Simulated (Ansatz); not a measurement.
Space group F-43m (No. 216). a = 6.509 Å, b = 6.509 Å, c = 6.509 Å, α = 90.00°, β = 90.00°, γ = 90.00°
```tsv
atom	site	symmetry	x	y	z
Mg	4a	-43m	0.0000	0.0000	0.0000
Te	4d	-43m	0.2500	0.2500	0.7500
```

Equation of state of this MgTe structure (not necessarily the ground state), with shape and atoms relaxed at each volume where symmetry leaves them free. These are results of DFT PBE, scalar-relativistic, plane waves, PAW (Ansatz), not measurements.

Cutoff 420 eV; k points 8×8×8 on the computed 2-atom cell (Γ-centred); Gaussian smearing, width 0.02 eV; no spin polarisation.

| V (Å³/atom) | E − E(largest V) (meV/atom) | P (GPa) | gap on mesh (eV) |
| --- | --- | --- | --- |
| 30.339 | 34.18 | 5.65 | 2.68 |
| 31.373 | 3.56 | 3.89 | 2.74 |
| 32.407 | -16.54 | 2.38 | 2.61 |
| 33.442 | -27.65 | 1.09 | 2.46 |
| 34.476 | -31.08 | -0.01 | 2.33 |
| 35.510 | -27.91 | -0.95 | 2.20 |
| 36.544 | -19.12 | -1.76 | 2.08 |
| 37.923 | 0.00 | -2.65 | 1.93 |

Q: Fit a third-order Birch–Murnaghan equation, E = E0 + (9V0B0/16)·[(x − 1)³B0' + (x − 1)²(6 − 4x)] with x = (V0/V)^(2/3), to E(V).

A: V0 = 34.47 Å³/atom, B0 = 34 GPa, B0' = 4.2.

Spin-orbit coupling is left out, which matters for the bands of heavy elements.

It was relaxed from a Materials Project cell.
